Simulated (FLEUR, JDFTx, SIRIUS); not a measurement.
One calculation of ZrC, 3 ways

```xyz
2
Lattice="0.0000 2.3650 2.3650 2.3650 0.0000 2.3650 2.3650 2.3650 0.0000" Properties=species:S:1:pos:R:3 pbc="T T T"
Zr    2.3650    2.3650    2.3650
C     0.0000    0.0000    0.0000
```

Alike in all runs: task equation of state; functional RPBE; k mesh 10 × 10 × 10; occupations fermi-dirac, width 0.05 eV; no spin polarisation; no spin-orbit coupling.

```tsv
program and potentials	plane-wave cutoff (eV)	notes	equilibrium volume (Å³/atom)	bulk modulus (GPa)
JDFTx, PseudoDojo-SR-PBE-0.5-standard	1116	potentials made for PBE	13.22	213.4
SIRIUS, all-electron FP-LAPW, apw+lo standard	-	-	13.25	212.0
FLEUR, all-electron, FLAPW	-	-	13.25	212.6
```

The equilibrium volume spans 13.22 (JDFTx, PseudoDojo-SR-PBE-0.5-standard) to 13.25 Å³/atom (SIRIUS, all-electron FP-LAPW, apw+lo standard), with all-electron results at 13.25. The bulk modulus spans 212.0 (SIRIUS, all-electron FP-LAPW, apw+lo standard) to 213.4 GPa (JDFTx, PseudoDojo-SR-PBE-0.5-standard), with all-electron results at 212.0 to 212.6.

The functional is the same throughout but for its coding, so the spread measures potentials, basis and numerics; runs on potential files found faulty are left out.
